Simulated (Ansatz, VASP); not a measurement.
**S in VASP and in Ansatz**

```
CELL_PARAMETERS angstrom
1.82546 1.05393 1.40722
-1.82546 1.05393 1.40722
0.00000 -2.10786 1.40722
ATOMIC_POSITIONS crystal
S 0.00000 0.00000 0.00000
```

Alike in both runs: functional revPBE; dispersion D3(BJ); k mesh 8 × 8 × 8; occupations methfessel-paxton of order 1, width 0.02 eV; no spin polarisation.

Ansatz relaxed the structure, and its values are those at the end. VASP's run is a single point on that final structure, the one shown.

|  | VASP | Ansatz |
| --- | --- | --- |
| version | VASP 6.6.1 | Ansatz 0.2.0 |
| potentials or method | VASP PAW PBE potentials, release 64 (S) | plane waves, PAW |
| plane-wave cutoff (eV) | 520 | 420 |
| valence electrons in the cell | 6 | 6 |

VASP gave:

| Item | Value |
| --- | --- |
| pressure (GPa) | -0.3 |
| dispersion energy (meV/atom) | -761.5 |

Task: Estimate Ansatz's values.

Result: Pressure (GPa): 0.0; dispersion energy (meV/atom): -761.6.

Caveats: the PAW data sets were made with another functional, which shifts forces and pressure a little (VASP); pairwise dispersion overbinds metals, which lowers pressure and volume.
